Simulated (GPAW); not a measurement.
# Al (Im-3m) in GPAW: notebook

One crystal, Al, is run at these levels: PBE; tasks: single point.

Everything below comes from runs of GPAW 26.7.0. Logs are shortened: lines on timing, memory, paths and dates and some standing lists are left out, and cuts for length are marked. The log counts tension as positive stress, the text compression.

## (1) Starting point

The structure is cubic, space group Im-3m (No. 229). The conventional cell has a = 3.182 Å, b = 3.182 Å, c = 3.182 Å, α = 90.00°, β = 90.00°, γ = 90.00°. Al (site symmetry m-3m) has 8 Al at 2.76 Å as nearest neighbours.

This isn't the form of Al at room conditions, which is fcc.

## (2) Single point, PBE

run.py reads:

```python
from ase.dft.bandgap import bandgap
from ase.io import write
from ase.spacegroup import crystal
from ase.units import GPa
from gpaw import GPAW, PW

# Al 2a
atoms = crystal(['Al'],
                basis=[[0.0, 0.0, 0.0]],
                spacegroup=229, setting=1,  # Im-3m
                cellpar=[3.18243738, 3.18243738, 3.18243738, 90.0, 90.0, 90.0],
                primitive_cell=True)

calc = GPAW(mode=PW(340),
            xc='PBE',
            kpts={'size': (12, 12, 12), 'gamma': True},
            occupations={'name': 'fermi-dirac', 'width': 0.05},
            nbands=7,
            convergence={'density': 1e-05, 'energy': 1e-05},
            maxiter=60,
            txt='gpaw.txt')
atoms.calc = calc
energy = atoms.get_potential_energy()
forces = atoms.get_forces()
stress = atoms.get_stress()
calc.write('gs.gpw')
write('result.traj', atoms)
print(f'Energy: {energy:.6f} eV')
print('Forces (eV/A):')
print(forces.round(4))
print('Stress (GPa):', (stress / GPa).round(3))
print('Fermi level:', round(calc.get_fermi_level(), 4), 'eV')
print(f'Gap: {bandgap(calc)[0]:.4f} eV, direct: {bandgap(calc, direct=True)[0]:.4f} eV')
```

Potentials or basis: GPAW PAW data sets (gpaw-data 1.2.1), pw.

The run is started by

```console
$ OMP_NUM_THREADS=1 python run.py
```

gpaw.txt:

```text
__  _  _
 | _ |_)|_||  |
 |__||  | ||/\| - 26.7.0

Input parameters:
  mode=PW(ecut=340.0),
  convergence={'density': 1e-05, 'energy': 1e-05},
  kpts=MonkhorstPack(size=(12, 12, 12), gamma=True),
  maxiter=60,
  nbands=7,
  occupations=Occupations(name='fermi-dirac', width=0.05),
  xc=XC(name='PBE')

Diagonalizing LCAO Hamiltonian
Converting LCAO to pw mode

       Al

Atoms  # Å, Bohr magnetons
|   | symbol |        x |        y |        z |    initial magnetic moments |
|---|--------|----------|----------|----------|-----------------------------|
| 0 |     Al | 0.000000 | 0.000000 | 0.000000 | ( 0.0000,  0.0000,  0.0000) |

Unit cell  # Å
| periodic |         x |         y |         z |  lengths |     angles |
|----------|-----------|-----------|-----------|----------|------------|
|      yes | -1.591219 |  1.591219 |  1.591219 | 2.756072 | 109.471221 |
|      yes |  1.591219 | -1.591219 |  1.591219 | 2.756072 | 109.471221 |
|      yes |  1.591219 |  1.591219 | -1.591219 | 2.756072 | 109.471221 |

Number of symmetries: 48
Symmetry operations  # r_c * U_cc + t_c -> r_c
|    | kind |            matrix            |
|----|------|------------------------------|
|  0 |  σ   |  1, 1, 1,  0, 0,-1,  0,-1, 0 |
|  1 |  C4  |  1, 1, 1,  0, 0,-1, -1, 0, 0 |
|  2 |  C2  |  1, 1, 1,  0,-1, 0,  0, 0,-1 |
|  3 |  S6  |  1, 1, 1,  0,-1, 0, -1, 0, 0 |
|  4 |  S6  |  1, 1, 1, -1, 0, 0,  0, 0,-1 |
|  5 |  C4  |  1, 1, 1, -1, 0, 0,  0,-1, 0 |
|  6 |  E   |  1, 0, 0,  0, 1, 0,  0, 0, 1 |
|  7 |  σ   |  1, 0, 0,  0, 1, 0, -1,-1,-1 |
|  8 |  σ   |  1, 0, 0,  0, 0, 1,  0, 1, 0 |
|  9 |  C3  |  1, 0, 0,  0, 0, 1, -1,-1,-1 |
| 10 |  C3  |  1, 0, 0, -1,-1,-1,  0, 1, 0 |
| 11 |  σ   |  1, 0, 0, -1,-1,-1,  0, 0, 1 |
| 12 |  σ   |  0, 1, 0,  1, 0, 0,  0, 0, 1 |
| 13 |  C2  |  0, 1, 0,  1, 0, 0, -1,-1,-1 |
| 14 |  C3  |  0, 1, 0,  0, 0, 1,  1, 0, 0 |
| 15 |  S4  |  0, 1, 0,  0, 0, 1, -1,-1,-1 |
| 16 |  S4  |  0, 1, 0, -1,-1,-1,  1, 0, 0 |
| 17 |  C3  |  0, 1, 0, -1,-1,-1,  0, 0, 1 |
| 18 |  C3  |  0, 0, 1,  1, 0, 0,  0, 1, 0 |
| 19 |  S4  |  0, 0, 1,  1, 0, 0, -1,-1,-1 |
| 20 |  σ   |  0, 0, 1,  0, 1, 0,  1, 0, 0 |
| 21 |  C3  |  0, 0, 1,  0, 1, 0, -1,-1,-1 |
| 22 |  C2  |  0, 0, 1, -1,-1,-1,  1, 0, 0 |
| 23 |  S4  |  0, 0, 1, -1,-1,-1,  0, 1, 0 |
| 24 |  C4  |  0, 0,-1,  1, 1, 1,  0,-1, 0 |
| 25 |  σ   |  0, 0,-1,  1, 1, 1, -1, 0, 0 |
| 26 |  S6  |  0, 0,-1,  0,-1, 0,  1, 1, 1 |
| 27 |  C2  |  0, 0,-1,  0,-1, 0, -1, 0, 0 |
| 28 |  C4  |  0, 0,-1, -1, 0, 0,  1, 1, 1 |
| 29 |  S6  |  0, 0,-1, -1, 0, 0,  0,-1, 0 |
| 30 |  S6  |  0,-1, 0,  1, 1, 1,  0, 0,-1 |
| 31 |  C4  |  0,-1, 0,  1, 1, 1, -1, 0, 0 |
| 32 |  C4  |  0,-1, 0,  0, 0,-1,  1, 1, 1 |
| 33 |  S6  |  0,-1, 0,  0, 0,-1, -1, 0, 0 |
| 34 |  σ   |  0,-1, 0, -1, 0, 0,  1, 1, 1 |
| 35 |  C2  |  0,-1, 0, -1, 0, 0,  0, 0,-1 |
| 36 |  C2  | -1, 0, 0,  1, 1, 1,  0, 0,-1 |
| 37 |  S6  | -1, 0, 0,  1, 1, 1,  0,-1, 0 |
| 38 |  S6  | -1, 0, 0,  0, 0,-1,  1, 1, 1 |
| 39 |  C2  | -1, 0, 0,  0, 0,-1,  0,-1, 0 |
| 40 |  C2  | -1, 0, 0,  0,-1, 0,  1, 1, 1 |
| 41 |  i   | -1, 0, 0,  0,-1, 0,  0, 0,-1 |
| 42 |  S4  | -1,-1,-1,  1, 0, 0,  0, 1, 0 |
| 43 |  C3  | -1,-1,-1,  1, 0, 0,  0, 0, 1 |
| 44 |  C3  | -1,-1,-1,  0, 1, 0,  1, 0, 0 |
| 45 |  σ   | -1,-1,-1,  0, 1, 0,  0, 0, 1 |
| 46 |  S4  | -1,-1,-1,  0, 0, 1,  1, 0, 0 |
| 47 |  C2  | -1,-1,-1,  0, 0, 1,  0, 1, 0 |

BZ-sampling:
  Number of BZ points: 1728
  Number of IBZ points: 72

  Monkhorst-Pack size: [12, 12, 12]
  Monkhorst-Pack shift: [0.041666666666666664, 0.041666666666666664, 0.041666666666666664]

K-points  # in reciprocal-cell coordinates
|     |                                coordinates |     weight |
|-----|--------------------------------------------|------------|
|   0 | ( -0.00000000,  -0.00000000,  -0.00000000) | 0.00057870 |
|   1 | (  0.08333333,  -0.00000000,  -0.00000000) | 0.00694444 |
|   2 | (  0.08333333,   0.08333333,  -0.08333333) | 0.00347222 |
|   3 | (  0.16666667,  -0.00000000,  -0.08333333) | 0.01388889 |
|   4 | (  0.16666667,  -0.00000000,  -0.00000000) | 0.00694444 |
|   5 | (  0.16666667,   0.08333333,  -0.08333333) | 0.01388889 |
|   6 | (  0.16666667,   0.16666667,  -0.16666667) | 0.00347222 |
|   7 | (  0.25000000,  -0.08333333,  -0.08333333) | 0.00462963 |
|   8 | (  0.25000000,  -0.00000000,  -0.08333333) | 0.02777778 |
|   9 | (  0.25000000,  -0.00000000,  -0.00000000) | 0.00694444 |
| ... |                                            |            |
|  71 | (  0.50000000,   0.50000000,   0.50000000) | 0.00057870 |

Plane wave coefficients: 241
Cutoff: 340.0 eV

Spin-components: 1 (collinear spins)
Bands:           7
Projectors:      5
Spin-degeneracy: 2
Datatype:        complex128

Parallelization:
  kpt:    1
  domain: 1
  band:   1

Density:
  Valence electrons: 3.0
  Components: 1
  Grid points: [12 12 12]
  Charge: 0.0  # |e|

Potential:
  Grid points: [12 12 12]

species:
  Al:
    name:    Aluminium
    Z:       13.0
    valence: 3
    core:    10
    charge:  0.0  # [|e|]
    compensation charges:
      type: gauss
      rc: 0.34  # [Å]
      lmax: 2
    cutoffs:
      filter: 1.91  # [Å]
      core: 2.36  # [Å]
    projectors
    | kind |    occ | energy [eV] | rcut [Å] |
    |------|--------|-------------|----------|
    |   3s |  2.000 |      -7.753 |    1.085 |
    |   3p |  1.000 |      -2.712 |    1.085 |
    |    s |        |      19.459 |    1.085 |
    |    p |        |      24.499 |    1.085 |
    |    d |        |       0.000 |    1.085 |

    Using partial waves for Al as LCAO basis

Reference energy: -6603.423265  # eV

eigensolver:
  PPCG
  Converge bands: occupied
  niter=2

density mixing:
  MSR1-Mixer
  Pratt-step length: 0.05
  Maximum mixing coefficient: 0.75
  Old densities: 10
  SVD Regularization: 0.005
  Good broyden scale: 1.0
  Trust region scale: 1.0
  Backstep threshold: 4.0
  History deletion threshold: 6.0
  Fourier metric: weight=20.0, sigma=0.015

occupation numbers:
  Fermi-Dirac:
    width: 0.0500  # eV

poisson solver:
  ecut: 2720.0  # eV

xc functional:
  name: PBE with 2 nearest neighbor stencil

convergence criteria:
- Maximum integral of absolute [dens]ity change: 1e-05 electrons / valence electron
- Maximum [total energy] change in last 3 cyles: 1e-05 eV / valence electron
- Maximum integral of absolute [eigenst]ate change: 4e-08 eV^2 / valence electron
maximum number of iterations: 60

SCF iterations
|iter     | |      energy | eigst |  dens |
|---------|-|-------------|-------|-------|
|iter:   1| |   -3.627032 | -0.24 |       |
|iter:   2| |   -3.627079 | -3.40 | -0.99 |
|iter:   3| |   -3.625290 | -3.32 | -1.01 |
|iter:   4| |   -3.625705 | -3.93 | -1.58 |
|iter:   5| |   -3.625726 | -5.89 | -2.84 |
|iter:   6| |   -3.625730c| -6.37 | -3.24 |
|iter:   7| |   -3.625730c| -8.50c| -4.84 |
|iter:   8| |   -3.625730c| -9.20c| -5.34c|

Converged in 8 steps
Energy contributions relative to reference atoms: (reference = -6603.423265)

Energy contributions:
  Kinetic:           5.093662
  Coulomb:          -2.861126
  Zero:             -0.007383
  External:          0.000000
  Xc:               -5.848823
  Entropy:          -0.004121
  Spinorbit:         0.000000
  ----------------------------
  Free energy:      -3.627791
  Extrapolated:     -3.625730

dipole moment: (-2.731523, -2.731523, -2.731523)  # |e|*Ang

Fermi level: 7.376
Eigenvalues  # (at kpt = [-0.000, -0.000, -0.000])
| band index |      eig [eV] | occ [0-2] |
|------------|---------------|-----------|
|          0 |        -3.909 |     2.000 |
|          1 |        20.821 |     0.000 |
|          2 |        20.821 |     0.000 |
|          3 |        20.823 |     0.000 |
|          4 |        22.448 |     0.000 |
|          5 |        22.448 |     0.000 |
|          6 |        22.448 |     0.000 |

No gap
No difference between direct/indirect transitions

Forces  # eV/Ang
|        x |        y |        z |
|----------|----------|----------|
| -0.00000 | -0.00000 | -0.00000 |  # Al   0

Stress tensor  # eV/Ang^3
|         x |         y |         z |
|-----------|-----------|-----------|
| -0.024835 |  0.000000 | -0.000000 |
|  0.000000 | -0.024835 |  0.000000 |
| -0.000000 |  0.000000 | -0.024835 |

# Writing to gs.gpw (mode='')
```

Wall time 3.1 s (1 thread of Arm Neoverse V2, shared host); peak memory 0.12 GiB.

The run converged, but some of its settings lie outside the range that counts as converged, so its numbers aren't taken as properties of the crystal.

Results:

| Quantity | Value |
| --- | --- |
| Free energy | -3.6278 eV |
| Pressure | 4.0 GPa |
| Band gap on the k mesh | none (metal or under the smearing width) |

Caveat: the cutoff is short for stress and forces, so pressures can be off by a GPa or more.

## (3) Single point, PBE

run.py: that of step 2 with these lines changed.

```diff
@@ -1,4 +1,3 @@
 from ase.dft.bandgap import bandgap
-from ase.io import write
-from ase.spacegroup import crystal
+from ase.io import read, write
 from ase.units import GPa
@@ -6,10 +5,5 @@
 
-# Al 2a
-atoms = crystal(['Al'],
-                basis=[[0.0, 0.0, 0.0]],
-                spacegroup=229, setting=1,  # Im-3m
-                cellpar=[3.18243738, 3.18243738, 3.18243738, 90.0, 90.0, 90.0],
-                primitive_cell=True)
+atoms = read('Al.cif')
 
-calc = GPAW(mode=PW(340),
+calc = GPAW(mode=PW(1200),
             xc='PBE',
@@ -19,3 +13,3 @@
             convergence={'density': 1e-05, 'energy': 1e-05},
-            maxiter=60,
+            maxiter=100,
             txt='gpaw.txt')
```

Al.cif reads:

```cif
data_Al
_cell_length_a 2.75607162
_cell_length_b 2.75607162
_cell_length_c 2.75607162
_cell_angle_alpha 109.47122063
_cell_angle_beta 109.47122063
_cell_angle_gamma 109.47122063
_space_group_name_H-M_alt 'P1'
_space_group_name_Hall 'P 1'
_space_group_IT_number 1
loop_
_space_group_symop_operation_xyz
'x,y,z'
loop_
_atom_site_label
_atom_site_type_symbol
_atom_site_symmetry_multiplicity
_atom_site_Wyckoff_symbol
_atom_site_fract_x
_atom_site_fract_y
_atom_site_fract_z
_atom_site_occupancy
Al1 Al 1 a 0.0000000000 0.0000000000 0.0000000000 1
```

Potentials or basis: GPAW PAW data sets (gpaw-data 1.2.1), pw.

The run is started by

```console
$ OMP_NUM_THREADS=1 python run.py
```

gpaw.txt:

```text
__  _  _
 | _ |_)|_||  |
 |__||  | ||/\| - 26.7.0

Input parameters:
  mode=PW(ecut=1200.0),
  convergence={'density': 1e-05, 'energy': 1e-05},
  kpts=MonkhorstPack(size=(12, 12, 12), gamma=True),
  maxiter=100,
  nbands=7,
  occupations=Occupations(name='fermi-dirac', width=0.05),
  xc=XC(name='PBE')

Diagonalizing LCAO Hamiltonian
Converting LCAO to pw mode

       Al

Atoms  # Å, Bohr magnetons
|   | symbol |        x |        y |        z |    initial magnetic moments |
|---|--------|----------|----------|----------|-----------------------------|
| 0 |     Al | 0.000000 | 0.000000 | 0.000000 | ( 0.0000,  0.0000,  0.0000) |

Unit cell  # Å
| periodic |         x |         y |        z |  lengths |     angles |
|----------|-----------|-----------|----------|----------|------------|
|      yes |  2.756072 |  0.000000 | 0.000000 | 2.756072 | 109.471221 |
|      yes | -0.918691 |  2.598449 | 0.000000 | 2.756072 | 109.471221 |
|      yes | -0.918691 | -1.299225 | 2.250323 | 2.756072 | 109.471221 |

Number of symmetries: 48
Symmetry operations  # r_c * U_cc + t_c -> r_c
|    | kind |            matrix            |
|----|------|------------------------------|
|  0 |  σ   |  1, 1, 1,  0, 0,-1,  0,-1, 0 |
|  1 |  C4  |  1, 1, 1,  0, 0,-1, -1, 0, 0 |
|  2 |  C2  |  1, 1, 1,  0,-1, 0,  0, 0,-1 |
|  3 |  S6  |  1, 1, 1,  0,-1, 0, -1, 0, 0 |
|  4 |  S6  |  1, 1, 1, -1, 0, 0,  0, 0,-1 |
|  5 |  C4  |  1, 1, 1, -1, 0, 0,  0,-1, 0 |
|  6 |  E   |  1, 0, 0,  0, 1, 0,  0, 0, 1 |
|  7 |  σ   |  1, 0, 0,  0, 1, 0, -1,-1,-1 |
|  8 |  σ   |  1, 0, 0,  0, 0, 1,  0, 1, 0 |
|  9 |  C3  |  1, 0, 0,  0, 0, 1, -1,-1,-1 |
| 10 |  C3  |  1, 0, 0, -1,-1,-1,  0, 1, 0 |
| 11 |  σ   |  1, 0, 0, -1,-1,-1,  0, 0, 1 |
| 12 |  σ   |  0, 1, 0,  1, 0, 0,  0, 0, 1 |
| 13 |  C2  |  0, 1, 0,  1, 0, 0, -1,-1,-1 |
| 14 |  C3  |  0, 1, 0,  0, 0, 1,  1, 0, 0 |
| 15 |  S4  |  0, 1, 0,  0, 0, 1, -1,-1,-1 |
| 16 |  S4  |  0, 1, 0, -1,-1,-1,  1, 0, 0 |
| 17 |  C3  |  0, 1, 0, -1,-1,-1,  0, 0, 1 |
| 18 |  C3  |  0, 0, 1,  1, 0, 0,  0, 1, 0 |
| 19 |  S4  |  0, 0, 1,  1, 0, 0, -1,-1,-1 |
| 20 |  σ   |  0, 0, 1,  0, 1, 0,  1, 0, 0 |
| 21 |  C3  |  0, 0, 1,  0, 1, 0, -1,-1,-1 |
| 22 |  C2  |  0, 0, 1, -1,-1,-1,  1, 0, 0 |
| 23 |  S4  |  0, 0, 1, -1,-1,-1,  0, 1, 0 |
| 24 |  C4  |  0, 0,-1,  1, 1, 1,  0,-1, 0 |
| 25 |  σ   |  0, 0,-1,  1, 1, 1, -1, 0, 0 |
| 26 |  S6  |  0, 0,-1,  0,-1, 0,  1, 1, 1 |
| 27 |  C2  |  0, 0,-1,  0,-1, 0, -1, 0, 0 |
| 28 |  C4  |  0, 0,-1, -1, 0, 0,  1, 1, 1 |
| 29 |  S6  |  0, 0,-1, -1, 0, 0,  0,-1, 0 |
| 30 |  S6  |  0,-1, 0,  1, 1, 1,  0, 0,-1 |
| 31 |  C4  |  0,-1, 0,  1, 1, 1, -1, 0, 0 |
| 32 |  C4  |  0,-1, 0,  0, 0,-1,  1, 1, 1 |
| 33 |  S6  |  0,-1, 0,  0, 0,-1, -1, 0, 0 |
| 34 |  σ   |  0,-1, 0, -1, 0, 0,  1, 1, 1 |
| 35 |  C2  |  0,-1, 0, -1, 0, 0,  0, 0,-1 |
| 36 |  C2  | -1, 0, 0,  1, 1, 1,  0, 0,-1 |
| 37 |  S6  | -1, 0, 0,  1, 1, 1,  0,-1, 0 |
| 38 |  S6  | -1, 0, 0,  0, 0,-1,  1, 1, 1 |
| 39 |  C2  | -1, 0, 0,  0, 0,-1,  0,-1, 0 |
| 40 |  C2  | -1, 0, 0,  0,-1, 0,  1, 1, 1 |
| 41 |  i   | -1, 0, 0,  0,-1, 0,  0, 0,-1 |
| 42 |  S4  | -1,-1,-1,  1, 0, 0,  0, 1, 0 |
| 43 |  C3  | -1,-1,-1,  1, 0, 0,  0, 0, 1 |
| 44 |  C3  | -1,-1,-1,  0, 1, 0,  1, 0, 0 |
| 45 |  σ   | -1,-1,-1,  0, 1, 0,  0, 0, 1 |
| 46 |  S4  | -1,-1,-1,  0, 0, 1,  1, 0, 0 |
| 47 |  C2  | -1,-1,-1,  0, 0, 1,  0, 1, 0 |

BZ-sampling:
  Number of BZ points: 1728
  Number of IBZ points: 72

  Monkhorst-Pack size: [12, 12, 12]
  Monkhorst-Pack shift: [0.041666666666666664, 0.041666666666666664, 0.041666666666666664]

K-points  # in reciprocal-cell coordinates
|     |                                coordinates |     weight |
|-----|--------------------------------------------|------------|
|   0 | ( -0.00000000,  -0.00000000,  -0.00000000) | 0.00057870 |
|   1 | (  0.08333333,  -0.00000000,  -0.00000000) | 0.00694444 |
|   2 | (  0.08333333,   0.08333333,  -0.08333333) | 0.00347222 |
|   3 | (  0.16666667,  -0.00000000,  -0.08333333) | 0.01388889 |
|   4 | (  0.16666667,  -0.00000000,  -0.00000000) | 0.00694444 |
|   5 | (  0.16666667,   0.08333333,  -0.08333333) | 0.01388889 |
|   6 | (  0.16666667,   0.16666667,  -0.16666667) | 0.00347222 |
|   7 | (  0.25000000,  -0.08333333,  -0.08333333) | 0.00462963 |
|   8 | (  0.25000000,  -0.00000000,  -0.08333333) | 0.02777778 |
|   9 | (  0.25000000,  -0.00000000,  -0.00000000) | 0.00694444 |
| ... |                                            |            |
|  71 | (  0.50000000,   0.50000000,   0.50000000) | 0.00057870 |

Plane wave coefficients: 1556
Cutoff: 1200.0 eV

Spin-components: 1 (collinear spins)
Bands:           7
Projectors:      5
Spin-degeneracy: 2
Datatype:        complex128

Parallelization:
  kpt:    1
  domain: 1
  band:   1

Density:
  Valence electrons: 3.0
  Components: 1
  Grid points: [24 24 24]
  Charge: 0.0  # |e|

Potential:
  Grid points: [24 24 24]

species:
  Al:
    name:    Aluminium
    Z:       13.0
    valence: 3
    core:    10
    charge:  0.0  # [|e|]
    compensation charges:
      type: gauss
      rc: 0.34  # [Å]
      lmax: 2
    cutoffs:
      filter: 1.91  # [Å]
      core: 2.36  # [Å]
    projectors
    | kind |    occ | energy [eV] | rcut [Å] |
    |------|--------|-------------|----------|
    |   3s |  2.000 |      -7.753 |    1.085 |
    |   3p |  1.000 |      -2.712 |    1.085 |
    |    s |        |      19.459 |    1.085 |
    |    p |        |      24.499 |    1.085 |
    |    d |        |       0.000 |    1.085 |

    Using partial waves for Al as LCAO basis

Reference energy: -6603.423265  # eV

eigensolver:
  PPCG
  Converge bands: occupied
  niter=2

density mixing:
  MSR1-Mixer
  Pratt-step length: 0.05
  Maximum mixing coefficient: 0.75
  Old densities: 10
  SVD Regularization: 0.005
  Good broyden scale: 1.0
  Trust region scale: 1.0
  Backstep threshold: 4.0
  History deletion threshold: 6.0
  Fourier metric: weight=20.0, sigma=0.015

occupation numbers:
  Fermi-Dirac:
    width: 0.0500  # eV

poisson solver:
  ecut: 9600.0  # eV

xc functional:
  name: PBE with 2 nearest neighbor stencil

convergence criteria:
- Maximum integral of absolute [dens]ity change: 1e-05 electrons / valence electron
- Maximum [total energy] change in last 3 cyles: 1e-05 eV / valence electron
- Maximum integral of absolute [eigenst]ate change: 4e-08 eV^2 / valence electron
maximum number of iterations: 100

SCF iterations
|iter     | |      energy | eigst |  dens |
|---------|-|-------------|-------|-------|
|iter:   1| |   -3.628215 | -0.19 |       |
|iter:   2| |   -3.628296 | -3.32 | -0.99 |
|iter:   3| |   -3.626435 | -3.29 | -1.01 |
|iter:   4| |   -3.626848 | -3.91 | -1.58 |
|iter:   5| |   -3.626869 | -5.87 | -2.82 |
|iter:   6| |   -3.626873c| -6.33 | -3.22 |
|iter:   7| |   -3.626873c| -8.44c| -4.81 |
|iter:   8| |   -3.626873c| -9.17c| -5.30c|

Converged in 8 steps
Energy contributions relative to reference atoms: (reference = -6603.423265)

Energy contributions:
  Kinetic:           5.086124
  Coulomb:          -2.855011
  Zero:             -0.007638
  External:          0.000000
  Xc:               -5.848289
  Entropy:          -0.004120
  Spinorbit:         0.000000
  ----------------------------
  Free energy:      -3.628934
  Extrapolated:     -3.626873

dipole moment: (-1.577089, -2.230341, -3.863064)  # |e|*Ang

Fermi level: 7.376
Eigenvalues  # (at kpt = [-0.000, -0.000, -0.000])
| band index |      eig [eV] | occ [0-2] |
|------------|---------------|-----------|
|          0 |        -3.909 |     2.000 |
|          1 |        20.819 |     0.000 |
|          2 |        20.819 |     0.000 |
|          3 |        20.824 |     0.000 |
|          4 |        22.448 |     0.000 |
|          5 |        22.448 |     0.000 |
|          6 |        22.448 |     0.000 |

No gap
No difference between direct/indirect transitions

Forces  # eV/Ang
|       x |        y |       z |
|---------|----------|---------|
| 0.00000 | -0.00000 | 0.00000 |  # Al   0

Stress tensor  # eV/Ang^3
|         x |         y |         z |
|-----------|-----------|-----------|
| -0.024919 |  0.000000 |  0.000000 |
|  0.000000 | -0.024919 |  0.000000 |
|  0.000000 |  0.000000 | -0.024919 |

# Writing to gs.gpw (mode='')
```

Run time: 11 s. Hardware: 1 thread of Arm Neoverse V2, shared host; peak memory 0.16 GiB.

Results:

| Property | Result |
| --- | --- |
| Free energy | -3.6289 eV |
| Pressure | 4.0 GPa |
| Band gap on the k mesh | none (metal or under the smearing width) |
